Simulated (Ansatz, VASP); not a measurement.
# Gd: VASP beside Ansatz

```
Gd
1.0
    -2.04397    1.92790    1.96623
     2.03035   -2.06039    2.08509
     2.06449    2.08091   -2.09872
Gd
1
Direct
  0.01011 0.00855 0.01139
```

Change from the starting cell: cell strained at random at fixed volume.

Alike in both runs: task single point; functional PBE; k mesh 9 × 9 × 9; occupations fermi-dirac, width 0.05 eV; collinear spin, ferromagnetic start.

|  | VASP | Ansatz |
| --- | --- | --- |
| version | VASP 6.6.1 | Ansatz 0.2.0 |
| potentials or method | VASP PAW PBE potentials, release 64 (Gd) | Ansatz PAW |
| plane-wave cutoff (eV) | 520 | 420 |
| valence electrons in the cell | 18 | 18 |

VASP gave:

| Property | Result |
| --- | --- |
| gap on the k mesh at the Fermi level (eV) | none |
| pressure (GPa) | 0.0 |
| largest component of the traceless stress (GPa) | 1.66 |
| net moment per atom (μB) | 7.61 |
| size of the moment on the site where the two differ most (μB) | 7.00 |

**Question.** Estimate Ansatz's values.

**Answer.** gap on the k mesh at the Fermi level (eV): none; pressure (GPa): 0.0; largest component of the traceless stress (GPa): 1.64; net moment per atom (μB): 7.61; size of the moment on the site where the two differ most (μB): 7.30.

Site moments also hang on the region over which each program counts them. A gap of «none» marks a metal or a gap that the smearing closes.

Caveats: spin-orbit coupling is left out, which moves the levels of the heavy elements. The state reached can hang on the start; a lower one may exist.
